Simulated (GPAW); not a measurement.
# GaAs (F-43m) in GPAW: notebook

One crystal, GaAs, is run at these levels: PBE, TASK; tasks: equation of state.

Program: GPAW 26.7.0. These are calculated values, not measurements. Logs are shortened: lines on timing, memory, paths and dates and some standing lists are left out, and cuts for length are marked. The log counts tension as positive stress, the text compression.

## Step 1: Starting point

The structure is cubic, space group F-43m (No. 216). Conventional cell: a = 5.654 Å, b = 5.654 Å, c = 5.654 Å, α = 90.00°, β = 90.00°, γ = 90.00°. As (site symmetry -43m) is surrounded by 4 Ga at 2.45 Å. Around Ga (site symmetry -43m) lie 4 As at 2.45 Å.

## Step 2: Equation of state, PBE

Contents of run.py:

```python
from ase.eos import EquationOfState
from ase.io import Trajectory, read
from ase.units import GPa
from gpaw import GPAW

atoms = read('POSCAR')

traj = Trajectory('eos.traj', 'w')
volumes, energies = [], []
for x in [0.94, 0.96, 0.98, 1.0, 1.02, 1.04, 1.06]:
    a = atoms.copy()
    a.set_cell(atoms.cell * x**(1 / 3), scale_atoms=True)
    calc = GPAW(mode='fd',
                h=0.16,
                xc='PBE',
                kpts={'size': (8, 8, 8), 'gamma': True},
                occupations={'name': 'fermi-dirac', 'width': 0.05},
                nbands=11,
                convergence={'density': 1e-05, 'energy': 1e-05},
                maxiter=150,
                txt=f'eos-{x:.2f}.txt')
    a.calc = calc
    energies.append(a.get_potential_energy(force_consistent=True))
    volumes.append(a.get_volume())
    calc.write(f'eos-{x:.2f}.gpw')
    traj.write(a)
    print(f'{x:.2f} {volumes[-1]:10.4f} A^3 {energies[-1]:14.6f} eV', flush=True)

v0, e0, B = EquationOfState(volumes, energies, eos='birchmurnaghan').fit()
print(f'V0 = {v0:.4f} A^3, E0 = {e0:.6f} eV, B0 = {B / GPa:.2f} GPa')
```

Contents of POSCAR:

```
GaAs
1.0
    0.0000000000      2.8268500000      2.8268500000
    2.8268500000      0.0000000000      2.8268500000
    2.8268500000      2.8268500000      0.0000000000
As Ga
1 1
Direct
    0.7500000000      0.7500000000      0.7500000000
    0.0000000000      0.0000000000      0.0000000000
```

Potentials or basis: GPAW PAW data sets (gpaw-data 1.2.1), fd.

The run is started by

```bash
> OMP_NUM_THREADS=1 python run.py
```

The log of the run:

```text
__  _  _
 | _ |_)|_||  |
 |__||  | ||/\| - 26.7.0

Input parameters:
  mode=FD(),
  convergence={'density': 1e-05, 'energy': 1e-05},
  h=0.16,
  kpts=MonkhorstPack(size=(8, 8, 8), gamma=True),
  maxiter=150,
  nbands=11,
  occupations=Occupations(name='fermi-dirac', width=0.05),
  xc=XC(name='PBE')

Diagonalizing LCAO Hamiltonian
Converting LCAO to fd mode

                    As

       Ga

Atoms  # Å, Bohr magnetons
|   | symbol |        x |        y |        z |    initial magnetic moments |
|---|--------|----------|----------|----------|-----------------------------|
| 0 |     As | 4.153714 | 4.153714 | 4.153714 | ( 0.0000,  0.0000,  0.0000) |
| 1 |     Ga | 0.000000 | 0.000000 | 0.000000 | ( 0.0000,  0.0000,  0.0000) |

Unit cell  # Å
| periodic |        x |        y |        z |  lengths |    angles |
|----------|----------|----------|----------|----------|-----------|
|      yes | 0.000000 | 2.769143 | 2.769143 | 3.916160 | 60.000000 |
|      yes | 2.769143 | 0.000000 | 2.769143 | 3.916160 | 60.000000 |
|      yes | 2.769143 | 2.769143 | 0.000000 | 3.916160 | 60.000000 |

Number of symmetries: 24
Symmetry operations  # r_c * U_cc + t_c -> r_c
|    | kind |            matrix            |
|----|------|------------------------------|
|  0 |  E   |  1, 0, 0,  0, 1, 0,  0, 0, 1 |
|  1 |  σ   |  1, 0, 0,  0, 0, 1,  0, 1, 0 |
|  2 |  σ   |  1, 0,-1,  0, 1,-1,  0, 0,-1 |
|  3 |  C3  |  1, 0,-1,  0, 0,-1,  0, 1,-1 |
|  4 |  C3  |  1,-1, 0,  0,-1, 1,  0,-1, 0 |
|  5 |  σ   |  1,-1, 0,  0,-1, 0,  0,-1, 1 |
|  6 |  σ   |  0, 1, 0,  1, 0, 0,  0, 0, 1 |
|  7 |  C3  |  0, 1, 0,  0, 0, 1,  1, 0, 0 |
|  8 |  C2  |  0, 1,-1,  1, 0,-1,  0, 0,-1 |
|  9 |  S4  |  0, 1,-1,  0, 0,-1,  1, 0,-1 |
| 10 |  C3  |  0, 0, 1,  1, 0, 0,  0, 1, 0 |
| 11 |  σ   |  0, 0, 1,  0, 1, 0,  1, 0, 0 |
| 12 |  S4  |  0, 0,-1,  1, 0,-1,  0, 1,-1 |
| 13 |  C3  |  0, 0,-1,  0, 1,-1,  1, 0,-1 |
| 14 |  S4  |  0,-1, 1,  1,-1, 0,  0,-1, 0 |
| 15 |  C2  |  0,-1, 1,  0,-1, 0,  1,-1, 0 |
| 16 |  C3  |  0,-1, 0,  1,-1, 0,  0,-1, 1 |
| 17 |  S4  |  0,-1, 0,  0,-1, 1,  1,-1, 0 |
| 18 |  S4  | -1, 1, 0, -1, 0, 1, -1, 0, 0 |
| 19 |  C3  | -1, 1, 0, -1, 0, 0, -1, 0, 1 |
| 20 |  C3  | -1, 0, 1, -1, 1, 0, -1, 0, 0 |
| 21 |  S4  | -1, 0, 1, -1, 0, 0, -1, 1, 0 |
| 22 |  σ   | -1, 0, 0, -1, 1, 0, -1, 0, 1 |
| 23 |  C2  | -1, 0, 0, -1, 0, 1, -1, 1, 0 |

BZ-sampling:
  Number of BZ points: 512
  Number of IBZ points: 29

  Monkhorst-Pack size: [8, 8, 8]
  Monkhorst-Pack shift: [0.0625, 0.0625, 0.0625]

K-points  # in reciprocal-cell coordinates
|     |                                coordinates |     weight |
|-----|--------------------------------------------|------------|
|   0 | (  0.00000000,   0.00000000,   0.00000000) | 0.00195312 |
|   1 | (  0.12500000,   0.12500000,   0.00000000) | 0.01171875 |
|   2 | (  0.12500000,   0.12500000,   0.12500000) | 0.01562500 |
|   3 | (  0.25000000,   0.12500000,   0.12500000) | 0.02343750 |
|   4 | (  0.25000000,   0.25000000,   0.00000000) | 0.01171875 |
|   5 | (  0.25000000,   0.25000000,   0.12500000) | 0.04687500 |
|   6 | (  0.25000000,   0.25000000,   0.25000000) | 0.01562500 |
|   7 | (  0.37500000,   0.25000000,  -0.37500000) | 0.04687500 |
|   8 | (  0.37500000,   0.25000000,   0.12500000) | 0.04687500 |
|   9 | (  0.37500000,   0.25000000,   0.25000000) | 0.04687500 |
| ... |                                            |            |
|  28 | (  0.50000000,   0.50000000,   0.50000000) | 0.00781250 |

Uniform wave function grid shape: (np.int64(20), np.int64(20), np.int64(20))
Spin-components: 1 (collinear spins)
Bands:           11
Projectors:      10
Spin-degeneracy: 2
Datatype:        complex128

Parallelization:
  kpt:    1
  domain: 1
  band:   1

Density:
  Valence electrons: 8.0
  Components: 1
  Grid points: [20 20 20]
  Charge: 0.0  # |e|

Potential:
  Grid points: [20 20 20]

species:
  As:
    name:    Arsenic
    Z:       33.0
    valence: 5
    core:    28
    charge:  0.0  # [|e|]
    compensation charges:
      type: gauss
      rc: 0.33  # [Å]
      lmax: 2
    cutoffs:
      filter: 1.87  # [Å]
      core: 2.96  # [Å]
    projectors
    | kind |    occ | energy [eV] | rcut [Å] |
    |------|--------|-------------|----------|
    |   4s |  2.000 |     -14.487 |    1.058 |
    |   4p |  3.000 |      -5.196 |    1.058 |
    |    s |        |      12.725 |    1.058 |
    |    p |        |      22.016 |    1.058 |
    |    d |        |       0.000 |    1.058 |

    Using partial waves for As as LCAO basis

  Ga:
    name:    Gallium
    Z:       31.0
    valence: 3
    core:    28
    charge:  0.0  # [|e|]
    compensation charges:
      type: gauss
      rc: 0.37  # [Å]
      lmax: 2
    cutoffs:
      filter: 2.06  # [Å]
      core: 4.17  # [Å]
    projectors
    | kind |    occ | energy [eV] | rcut [Å] |
    |------|--------|-------------|----------|
    |   4s |  2.000 |      -8.945 |    1.164 |
    |   4p |  1.000 |      -2.580 |    1.164 |
    |    s |        |      18.266 |    1.164 |
    |    p |        |      24.631 |    1.164 |
    |    d |        |       0.000 |    1.164 |

    Using partial waves for Ga as LCAO basis

Reference energy: -114387.645129  # eV

eigensolver:
  PPCG
  Converge bands: occupied
  niter=2

density mixing:
  MSR1-Mixer
  Pratt-step length: 0.05
  Maximum mixing coefficient: 0.75
  Old densities: 10
  SVD Regularization: 0.005
  Good broyden scale: 1.0
  Trust region scale: 1.0
  Backstep threshold: 4.0
  History deletion threshold: 6.0
  Fourier metric: weight=20.0, sigma=0.015

occupation numbers:
  Fermi-Dirac:
    width: 0.0500  # eV

FastPoissonSolver using
    Stencil: 12*3+1=37 point O(h^6) finite-difference Laplacian
    FFT axes: [np.int64(0), np.int64(1), np.int64(2)]
    FST axes: []

xc functional:
  name: PBE with 2 nearest neighbor stencil
interpolation: tri-quintic # 5. degree polynomial

convergence criteria:
- Maximum integral of absolute [dens]ity change: 1e-05 electrons / valence electron
- Maximum [total energy] change in last 3 cyles: 1e-05 eV / valence electron
- Maximum integral of absolute [eigenst]ate change: 4e-08 eV^2 / valence electron
maximum number of iterations: 150

SCF iterations
|iter     | |      energy | eigst |  dens |
|---------|-|-------------|-------|-------|
|iter:   1| |   -8.183360 | +0.38 |       |
|iter:   2| |   -8.179167 | -1.18 | -0.89 |
|iter:   3| |   -8.098456 | -1.38 | -0.92 |
|iter:   4| |   -8.102061 | -2.69 | -1.56 |
|iter:   5| |   -8.102828 | -3.53 | -2.00 |
|iter:   6| |   -8.102864 | -4.64 | -2.75 |
|iter:   7| |   -8.102868c| -5.54 | -3.37 |
|iter:   8| |   -8.102868c| -6.71 | -4.20 |
|iter:   9| |   -8.102868c| -7.61c| -5.06c|

Converged in 9 steps
Energy contributions relative to reference atoms: (reference = -114387.645129)

Energy contributions:
  Kinetic:          35.928618
  Coulomb:         -31.370212
  Zero:              0.017211
  External:          0.000000
  Xc:              -12.678485
  Entropy:          -0.000000
  Spinorbit:         0.000000
  ----------------------------
  Free energy:      -8.102868
  Extrapolated:     -8.102868

dipole moment: (-10.570468, -10.570468, -10.570468)  # |e|*Ang

Fermi level: 6.147
Eigenvalues  # (at kpt = [0.000, 0.000, 0.000])
| band index |      eig [eV] | occ [0-2] |
|------------|---------------|-----------|
|          0 |        -7.571 |     2.000 |
|          1 |         5.587 |     2.000 |
|          2 |         5.587 |     2.000 |
|          3 |         5.587 |     2.000 |
|          4 |         6.660 |     0.000 |
|          5 |         9.379 |     0.000 |
|          6 |         9.379 |     0.000 |
|          7 |         9.379 |     0.000 |
|          8 |        13.450 |     0.000 |
|          9 |        15.842 |     0.000 |
|         10 |        17.269 |     0.000 |

Gap: 1.072 eV
Transition (v -> c):
  (s=0, k=0, n=3, [0.00, 0.00, 0.00]) -> (s=0, k=0, n=4, [0.00, 0.00, 0.00])
No difference between direct/indirect transitions
# Writing to eos-0.94.gpw (mode='')
```

Wall time 2 min (1 thread of Arm Neoverse V1, shared host); peak memory 0.42 GiB.

Results:

```yaml
Equilibrium_volume: "24.01 Å³/atom (rough: see the caveat)"
Bulk_modulus: 59 GPa (rough)
```

Energy against volume, from the lowest point:
```tsv
volume (Å³/atom)	energy (meV/atom)
21.234	76.86
21.686	51.55
22.138	32.05
22.590	17.70
23.041	7.89
23.493	2.13
23.945	0.00
```

Caveat: the minimum lies outside the volumes run.

## Step 3: Equation of state, TASK

run.py: that of step 2 with these lines changed.

```diff
@@ -3,3 +3,3 @@
 from ase.units import GPa
-from gpaw import GPAW
+from gpaw import GPAW, PW
 
@@ -12,5 +12,4 @@
     a.set_cell(atoms.cell * x**(1 / 3), scale_atoms=True)
-    calc = GPAW(mode='fd',
-                h=0.16,
-                xc='PBE',
+    calc = GPAW(mode=PW(600),
+                xc='MGGA_X_TASK+LDA_C_PW',
                 kpts={'size': (8, 8, 8), 'gamma': True},
@@ -24,5 +23,6 @@
     volumes.append(a.get_volume())
+    p = -a.get_stress()[:3].mean() / GPa
     calc.write(f'eos-{x:.2f}.gpw')
     traj.write(a)
-    print(f'{x:.2f} {volumes[-1]:10.4f} A^3 {energies[-1]:14.6f} eV', flush=True)
+    print(f'{x:.2f} {volumes[-1]:10.4f} A^3 {energies[-1]:14.6f} eV {p:9.3f} GPa', flush=True)
```

POSCAR is that of step 2.

Potentials or basis: GPAW PAW data sets (gpaw-data 1.2.1), pw.

The run is started by

```bash
> OMP_NUM_THREADS=1 python run.py
```

The log of the run:

```text
__  _  _
 | _ |_)|_||  |
 |__||  | ||/\| - 26.7.0

Input parameters:
  mode=PW(ecut=600.0),
  convergence={'density': 1e-05, 'energy': 1e-05},
  kpts=MonkhorstPack(size=(8, 8, 8), gamma=True),
  maxiter=150,
  nbands=11,
  occupations=Occupations(name='fermi-dirac', width=0.05),
  xc=XC(name='MGGA_X_TASK+LDA_C_PW')

Diagonalizing LCAO Hamiltonian
Converting LCAO to pw mode

                    As

       Ga

Atoms  # Å, Bohr magnetons
|   | symbol |        x |        y |        z |    initial magnetic moments |
|---|--------|----------|----------|----------|-----------------------------|
| 0 |     As | 4.153714 | 4.153714 | 4.153714 | ( 0.0000,  0.0000,  0.0000) |
| 1 |     Ga | 0.000000 | 0.000000 | 0.000000 | ( 0.0000,  0.0000,  0.0000) |

Unit cell  # Å
| periodic |        x |        y |        z |  lengths |    angles |
|----------|----------|----------|----------|----------|-----------|
|      yes | 0.000000 | 2.769143 | 2.769143 | 3.916160 | 60.000000 |
|      yes | 2.769143 | 0.000000 | 2.769143 | 3.916160 | 60.000000 |
|      yes | 2.769143 | 2.769143 | 0.000000 | 3.916160 | 60.000000 |

Number of symmetries: 24
Symmetry operations  # r_c * U_cc + t_c -> r_c
|    | kind |            matrix            |
|----|------|------------------------------|
|  0 |  E   |  1, 0, 0,  0, 1, 0,  0, 0, 1 |
|  1 |  σ   |  1, 0, 0,  0, 0, 1,  0, 1, 0 |
|  2 |  σ   |  1, 0,-1,  0, 1,-1,  0, 0,-1 |
|  3 |  C3  |  1, 0,-1,  0, 0,-1,  0, 1,-1 |
|  4 |  C3  |  1,-1, 0,  0,-1, 1,  0,-1, 0 |
|  5 |  σ   |  1,-1, 0,  0,-1, 0,  0,-1, 1 |
|  6 |  σ   |  0, 1, 0,  1, 0, 0,  0, 0, 1 |
|  7 |  C3  |  0, 1, 0,  0, 0, 1,  1, 0, 0 |
|  8 |  C2  |  0, 1,-1,  1, 0,-1,  0, 0,-1 |
|  9 |  S4  |  0, 1,-1,  0, 0,-1,  1, 0,-1 |
| 10 |  C3  |  0, 0, 1,  1, 0, 0,  0, 1, 0 |
| 11 |  σ   |  0, 0, 1,  0, 1, 0,  1, 0, 0 |
| 12 |  S4  |  0, 0,-1,  1, 0,-1,  0, 1,-1 |
| 13 |  C3  |  0, 0,-1,  0, 1,-1,  1, 0,-1 |
| 14 |  S4  |  0,-1, 1,  1,-1, 0,  0,-1, 0 |
| 15 |  C2  |  0,-1, 1,  0,-1, 0,  1,-1, 0 |
| 16 |  C3  |  0,-1, 0,  1,-1, 0,  0,-1, 1 |
| 17 |  S4  |  0,-1, 0,  0,-1, 1,  1,-1, 0 |
| 18 |  S4  | -1, 1, 0, -1, 0, 1, -1, 0, 0 |
| 19 |  C3  | -1, 1, 0, -1, 0, 0, -1, 0, 1 |
| 20 |  C3  | -1, 0, 1, -1, 1, 0, -1, 0, 0 |
| 21 |  S4  | -1, 0, 1, -1, 0, 0, -1, 1, 0 |
| 22 |  σ   | -1, 0, 0, -1, 1, 0, -1, 0, 1 |
| 23 |  C2  | -1, 0, 0, -1, 0, 1, -1, 1, 0 |

BZ-sampling:
  Number of BZ points: 512
  Number of IBZ points: 29

[... 82 lines left out ...]
    |------|--------|-------------|----------|
    |   4s |  2.000 |      -8.945 |    1.164 |
    |   4p |  1.000 |      -2.580 |    1.164 |
    |    s |        |      18.266 |    1.164 |
    |    p |        |      24.631 |    1.164 |
    |    d |        |       0.000 |    1.164 |

    Using partial waves for Ga as LCAO basis

Reference energy: -114387.645129  # eV

eigensolver:
  PPCG
  Converge bands: occupied
  niter=2

density mixing:
  MSR1-Mixer
  Pratt-step length: 0.05
  Maximum mixing coefficient: 0.75
  Old densities: 10
  SVD Regularization: 0.005
  Good broyden scale: 1.0
  Trust region scale: 1.0
  Backstep threshold: 4.0
  History deletion threshold: 6.0
  Fourier metric: weight=20.0, sigma=0.015

occupation numbers:
  Fermi-Dirac:
    width: 0.0500  # eV

poisson solver:
  ecut: 4800.0  # eV

xc functional:
  name: MGGA_X_TASK+LDA_C_PW with 2 nearest neighbor stencil

convergence criteria:
- Maximum integral of absolute [dens]ity change: 1e-05 electrons / valence electron
- Maximum [total energy] change in last 3 cyles: 1e-05 eV / valence electron
- Maximum integral of absolute [eigenst]ate change: 4e-08 eV^2 / valence electron
maximum number of iterations: 150

SCF iterations
|iter     | |      energy | eigst |  dens |
|---------|-|-------------|-------|-------|
|iter:   1| |   12.516790 | -0.43 |       |
|iter:   2| |   16.550394 | -1.29 | -0.94 |
|iter:   3| |-2834.135782 | +2.69 | -0.89 |
|iter:   4| |   18.672691 | +1.90 | +1.00 |
|iter:   5| |   16.349243 | +0.22 | -1.00 |
|iter:   6| |   16.278827 | -1.53 | -1.46 |
|iter:   7| |   16.272831 | -2.44 | -1.73 |
|iter:   8| |   16.272375 | -3.36 | -1.98 |
|iter:   9| |   16.272109 | -4.65 | -2.60 |
|iter:  10| |   16.272077 | -5.42 | -3.18 |
|iter:  11| |   16.272076c| -7.00 | -3.87 |
|iter:  12| |   16.272076c| -7.82c| -4.20 |
|iter:  13| |   16.272076c| -7.62c| -4.51 |
|iter:  14| |   16.272076c| -7.73c| -4.74 |
|iter:  15| |   16.272076c| -8.56c| -5.30c|

Converged in 15 steps
Energy contributions relative to reference atoms: (reference = -114387.645129)

Energy contributions:
  Kinetic:          36.925996
  Coulomb:         -31.801773
  Zero:              0.079868
  External:          0.000000
  Xc:               11.067984
  Entropy:          -0.000000
  Spinorbit:         0.000000
  ----------------------------
  Free energy:      16.272076
  Extrapolated:     16.272076

dipole moment: (-10.681718, -10.681718, -10.681718)  # |e|*Ang

Fermi level: 6.188
Eigenvalues  # (at kpt = [0.000, 0.000, 0.000])
| band index |      eig [eV] | occ [0-2] |
|------------|---------------|-----------|
|          0 |        -9.173 |     2.000 |
|          1 |         5.254 |     2.000 |
|          2 |         5.254 |     2.000 |
|          3 |         5.254 |     2.000 |
|          4 |         7.488 |     0.000 |
|          5 |         9.785 |     0.000 |
|          6 |         9.785 |     0.000 |
|          7 |         9.785 |     0.000 |
|          8 |        15.669 |     0.000 |
|          9 |        16.710 |     0.000 |
|         10 |        16.710 |     0.000 |

Gap: 2.157 eV
Transition (v -> c):
  (s=0, k=0, n=3, [0.00, 0.00, 0.00]) -> (s=0, k=28, n=4, [0.50, 0.50, 0.50])
Direct/indirect transitions are different
Direct gap: 2.234 eV
Transition at: (s=0, k=0, n=3, [0.00, 0.00, 0.00])

Stress tensor  # eV/Ang^3
|         x |         y |         z |
|-----------|-----------|-----------|
| -0.065193 | -0.000000 | -0.000000 |
| -0.000000 | -0.065193 |  0.000000 |
| -0.000000 |  0.000000 | -0.065193 |

# Writing to eos-0.94.gpw (mode='')
```

eos-0.96.txt:

```text
SCF iterations
|iter     | |      energy | eigst |  dens |
|---------|-|-------------|-------|-------|
|iter:   1| |   12.392561 | -0.44 |       |
|iter:   2| |   16.492135 | -1.28 | -0.94 |
|iter:   3| |-2195.291547 | +2.53 | -0.89 |
|iter:   4| |   18.383317 | +1.88 | +0.94 |
|iter:   5| |   16.294038 | +0.19 | -1.01 |
|iter:   6| |   16.227108 | -1.57 | -1.46 |
[... 42 lines left out ...]

Gap: 2.039 eV
Transition (v -> c):
  (s=0, k=0, n=3, [0.00, 0.00, 0.00]) -> (s=0, k=0, n=4, [0.00, 0.00, 0.00])
No difference between direct/indirect transitions

Stress tensor  # eV/Ang^3
|         x |         y |         z |
|-----------|-----------|-----------|
| -0.051195 |  0.000000 | -0.000000 |
|  0.000000 | -0.051195 | -0.000000 |
| -0.000000 | -0.000000 | -0.051195 |

# Writing to eos-0.96.gpw (mode='')
```

Run time: 5.9 min. Hardware: 1 thread of Arm Neoverse V1, shared host; peak memory 0.6 GiB.

Results:

| Item | Value |
| --- | --- |
| Equilibrium volume | 23.95 Å³/atom (rough: see the caveat) |
| Bulk modulus | 66 GPa (rough) |

Energy against volume, from the lowest point:
```
volume (Å³/atom)  energy (meV/atom)
          21.234              79.08
          21.686              52.82
          22.138              32.54
          22.590              17.65
          23.041               7.59
          23.493               1.83
          23.945               0.00
```

Caveat: the minimum lies outside the volumes run; the PAW data sets were made with another functional, which shifts forces and pressure a little.
